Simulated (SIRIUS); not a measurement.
Set up this calculation in SIRIUS 7.12.0, as the native input.

| Quantity | Value |
| --- | --- |
| Task | single point |
| Functional | PBE |
| Potentials or basis | PseudoDojo 0.4.1 PBE standard (scalar relativistic) |
| Cutoff | 1152 eV |
| Density cutoff | 4606 eV |
| k mesh | 11 × 11 × 6 |
| Occupations | fermi-dirac, width 0.05 eV |
| Spin | no spin polarisation |
| Libxc names | ["XC_GGA_X_PBE", "XC_GGA_C_PBE"] |
| Energy tol | 1e-08 Ha |
| Density tol | 1e-06 |
| Mixer | anderson |
| Mixing beta | 0.7 |
| Max scf | 100 |
| Radial cutoff for the potentials' integrals | 6.5 bohr |

Crystal: Ru.

```
Ru
1.0
     2.70580    0.00000    0.00000
    -1.35290    2.34329    0.00000
     0.00000    0.00000    4.28190
Ru
2
Direct
  0.33837 0.66914 0.25459
  0.66163 0.33086 0.74541
```

The cell isn't the ideal one: all atoms moved at random, sigma 0.02 Å a component.

The input as run:

sirius.json

```json
{
  "control": {
    "processing_unit": "cpu",
    "verbosity": 2,
    "num_bands_to_print": 25,
    "print_forces": true,
    "print_stress": true
  },
  "parameters": {
    "electronic_structure_method": "pseudopotential",
    "xc_functionals": ["XC_GGA_X_PBE", "XC_GGA_C_PBE"],
    "gk_cutoff": 9.2,
    "pw_cutoff": 18.4,
    "ngridk": [11, 11, 6],
    "shiftk": [0, 0, 0],
    "smearing": "fermi_dirac",
    "smearing_width": 0.0018374661,
    "num_bands": 25,
    "num_mag_dims": 0,
    "num_dft_iter": 100,
    "energy_tol": 1e-08,
    "density_tol": 1e-06
  },
  "iterative_solver": {
    "type": "davidson",
    "min_tolerance": 1e-10
  },
  "mixer": {
    "type": "anderson",
    "beta": 0.7,
    "max_history": 8
  },
  "settings": {
    "tol_ne": 1e-10,
    "pseudo_grid_cutoff": 6.5
  },
  "unit_cell": {
    "lattice_vectors": [
      [5.113219681896, 0.0, 0.0],
      [-2.556609850397, 4.428178144711, 0.0],
      [0.0, 0.0, 8.091618293035]
    ],
    "atom_coordinate_units": "lattice",
    "atom_types": ["Ru"],
    "atom_files": {
      "Ru": "Ru.json"
    },
    "atoms": {
      "Ru": [
        [0.33836857, 0.66914146, 0.2545934],
        [0.66163143, 0.33085854, 0.7454066]
      ]
    }
  }
}
```

Potentials or basis: PseudoDojo 0.4.1 PBE standard (scalar relativistic).

Launch:

```bash
$ upf_to_json Ru.upf
$ OMP_NUM_THREADS=1 sirius.scf --input=sirius.json --output=out.json --task=0
```

Results of the run:

The pressure is 5.3 GPa. The largest force is 0.535 eV/Å and the band gap on the k mesh is none (metal or under the smearing width).

Wall time 2.3 min on 1 thread of Intel(R) Xeon(R) 6975P-C (Granite Rapids), with other jobs on the host, peak memory 1.6 GiB.
